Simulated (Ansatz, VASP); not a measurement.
## W: VASP beside Ansatz

```
CELL_PARAMETERS angstrom
2.78515 0.00000 0.00000
-1.39258 2.41201 0.00000
0.00000 0.00000 9.83610
ATOMIC_POSITIONS crystal
W 0.00000 0.00000 0.00000
W 0.00000 0.00000 0.50000
W 0.33333 0.66667 0.75000
W 0.66667 0.33333 0.25000
```

Alike in both runs: functional PBE; k mesh 9 × 9 × 2; occupations gaussian, width 0.1 eV; no spin polarisation.

Ansatz relaxed the structure, and its values are those at the end. VASP's run is a single point on that final structure, the one shown.

```csv
,VASP,Ansatz
version,VASP 6.6.1,Ansatz 0.2.0
potentials or method,"VASP PAW PBE potentials, release 64 (W_sv)","scalar-relativistic, plane waves, PAW"
plane-wave cutoff (eV),520,420
valence electrons in the cell,56,56
```

Ansatz gave:

- gap on the k mesh at the Fermi level (eV): none
- pressure (GPa): 0.0

Problem. Estimate VASP's values.

Solution. gap on the k mesh at the Fermi level (eV): none; pressure (GPa): 0.5.

A gap of «none» marks a metal or a gap that the smearing closes. With one functional, cell and mesh, what is left measures potentials, basis and numerics.

Spin-orbit coupling is left out, which matters for the levels of W.
